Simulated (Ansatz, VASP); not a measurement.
**Two plane-wave programs on Ga**

The input INCAR:

```
SYSTEM = Ga
PREC = Accurate
ENCUT = 520
EDIFF = 1E-7
ISMEAR = -1
SIGMA = 0.05
LREAL = .FALSE.
LASPH = .TRUE.
NELM = 60
ALGO = Normal
ISIF = 2
LWAVE = .FALSE.
LCHARG = .FALSE.
GGA = PE
NBANDS = 20
```

KPOINTS

```
Automatic mesh
0
G
  10 8 7
  0 0 0
```

POSCAR

```
Ga
1.0
    2.7784220849      0.0000000000      0.0000000000
    0.0000000000      3.2816087900      0.0000000000
   -1.3434310986      0.0000000000      3.9902731763
Ga
2
Direct
    0.1345962700      0.7500000000      0.7701668300
    0.8654037300      0.2500000000      0.2298331700
```

The input input.yaml:

```yaml
crystal:
  lattice:
    - [2.7784220849, 0.0, 0.0]
    - [0.0, 3.28160879, 0.0]
    - [-1.3434310986, 0.0, 3.9902731763]
  atoms:
    - { symbol: Ga, position: [0.13459627, 0.75, 0.77016683] }
    - { symbol: Ga, position: [0.86540373, 0.25, 0.22983317] }
hamiltonian:
  xc: pbe
  pseudopotentials: { kind: paw }
kpoints:
  mp_grid: { grid: [10, 8, 7] }
scf:
  occupations: { method: fermi_dirac, width: 0.05 }
output:
  forces: true
  stress: true
  eigenvalues: true
```

This isn't the form of Ga at room conditions, which is orthorhombic.

Alike in both runs: task single point; functional PBE; k mesh 10 × 8 × 7; occupations fermi-dirac, width 0.05 eV; no spin polarisation.

|  | VASP | Ansatz |
| --- | --- | --- |
| version | VASP 6.6.1 | Ansatz 0.2.0 |
| potentials or method | VASP PAW PBE potentials, release 64 (Ga_d) | Ansatz PAW |
| plane-wave cutoff (eV) | 520 | 420 |
| valence electrons in the cell | 26 | 26 |

```csv
,VASP,Ansatz,Ansatz less VASP
gap on the k mesh at the Fermi level (eV),none,none,-
pressure (GPa),3.2,3.1,-0.14
largest component of the traceless stress (GPa),1.21,1.18,-0.033
rms of the force components (eV/Å),0.050,0.050,-0.0005
```

Atom by atom the forces differ by 0.001 eV/Å (rms over components). A gap of «none» marks a metal or a gap that the smearing closes.
